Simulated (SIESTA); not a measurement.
**Ag under changes of volume**

One of the cells (17.806 Å³/atom); the others are scaled copies at fixed shape and fractional positions:

```
Ag
1.0
     2.93000    0.00000    0.00000
    -1.46500    2.53745    0.00000
     0.00000    0.00000    4.79000
Ag
2
Direct
  0.66667 0.33333 0.75000
  0.33333 0.66667 0.25000
```

This isn't the form of Ag at room conditions, which is fcc.

| Quantity | Value |
| --- | --- |
| Program | SIESTA 5.4.2 |
| Functional | LDA |
| Potentials or basis | PseudoDojo 0.4 standard (LDA files) |
| Basis | DZP (energy shift 0.003 Ry; two zetas on semicore shells) |
| Grid cutoff | 800 Ry |
| Energy shift | 0.003 Ry |
| k mesh | 10 × 10 × 6 |
| Occupations | fermi-dirac, width 0.05 eV |
| Spin | no spin polarisation |

| volume (Å³/atom) | energy over the lowest point (meV/atom) | pressure (GPa) |
| --- | --- | --- |
| 16.738 | 0.00 | -4.6 |
| 17.094 | ? | ? |
| 17.450 | 30.72 | -9.0 |
| 17.806 | 52.65 | -10.8 |
| 18.162 | 78.31 | -12.3 |
| 18.518 | 107.21 | -13.6 |
| 18.875 | 138.65 | -14.7 |

**Question.** What does the run at 17.094 Å³/atom give?

**Answer.** Energy over the lowest point 12.89 meV/atom; pressure -7.0 GPa.

Worked out: A Birch-Murnaghan fit of order 3 (a polynomial in V^(-2/3)) to the other rows has no minimum within the range. It gives 12.89 meV/atom at 17.094 Å³/atom, against the run's 12.89, and -dE/dV = -7.0 GPa, against -7.0.

Energies are extrapolated to zero smearing.

Caveats: short orbitals over semicore shells can move pressures by several GPa; the basis of atomic orbitals isn't converged, which shifts pressures, moduli and gaps.
